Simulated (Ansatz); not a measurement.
Crystal: Al2O3.

```
CELL_PARAMETERS angstrom
4.61378 0.00000 0.00000
0.00000 9.56328 0.00000
0.00000 0.00000 3.11986
ATOMIC_POSITIONS crystal
Al 0.98298 0.82457 0.00000
Al 0.01702 0.17543 0.00000
Al 0.48297 0.67543 0.50000
Al 0.51702 0.32457 0.50000
O 0.50000 0.50000 0.50000
O 0.12363 0.75305 0.50000
O 0.37637 0.25305 0.00000
O 0.62364 0.74695 0.00000
O 0.00000 0.00000 0.00000
O 0.87636 0.24695 0.50000
```

Measurements of this composition are mostly on another form, of space group No. 167.

Base run:

```yaml
Program: Ansatz 0.2.0
Functional: RPBE
Potentials_or_basis: Ansatz PAW
Cutoff: "420 eV (not typed: the program's choice for these potentials)"
k_mesh: 6 × 3 × 9
Occupations: fermi-dirac, width 0.05 eV
Spin: no spin polarisation
```

Its results: band gap on the k mesh 3.69 eV, direct; pressure 3.0 GPa; largest force 0.218 eV/Å.

**Question.** The run is repeated on the same cell with these changes: functional from RPBE to PBE. What comes out?

**Answer.** Band gap on the k mesh 3.52 eV, direct; pressure 0.0 GPa; largest force 0.190 eV/Å.

PBE binds more tightly than RPBE, so the same cell stands under less pressure.

Caveats: the PAW data sets come from PBE, with cores solved anew for the run's functional, which leaves a small shift of forces and pressure (some runs).
